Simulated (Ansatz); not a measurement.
A 6-atom cell of Ag₂O started from a crystallographic database, relaxed with r2SCAN. It is cubic, Pn-3m (No. 224); a = 4.756 Å in the conventional setting, 17.93 Å³ an atom. Ag has 2 O at 2.06 Å; O has 4 Ag at 2.06 Å.

```
Ag O
1.0
     4.75612    0.00000    0.00000
     0.00000    4.75612    0.00000
     0.00000    0.00000    4.75612
Ag O
4 2
Direct
  0.25000 0.25000 0.25000
  0.25000 0.75000 0.75000
  0.75000 0.75000 0.25000
  0.75000 0.25000 0.75000
  0.00000 0.00000 0.00000
  0.50000 0.50000 0.50000
```

The questions ask for values computed with the plane-wave code Ansatz on this geometry. Non-magnetic throughout; all numbers are computed.

Question: Is there a gap with PBE, and of what kind?

Answer: PBE gives a gap of zero: filled and empty bands touch at Γ.

Question: Estimate the gap with LDA on 6×6×6.

Answer: LDA gives a gap of zero: filled and empty bands touch at Γ.

Question: How does the gap change from PBE to PBE+SOC (6×6×6)?

Answer: The PBE+SOC gap is direct at Γ: 0.14 eV.

Question: How does the gap change from PBE to r2SCAN (6×6×6)?

Answer: The r2SCAN gap is direct at Γ: 0.24 eV.

Question: Estimate the gap with HSE06 on 4×4×4.

Answer: The HSE06 gap is direct at Γ: 1.14 eV.

Only the levels marked +SOC include spin-orbit coupling.

The meshes of the hybrids are coarse, so their gaps aren't converged to the digits shown.
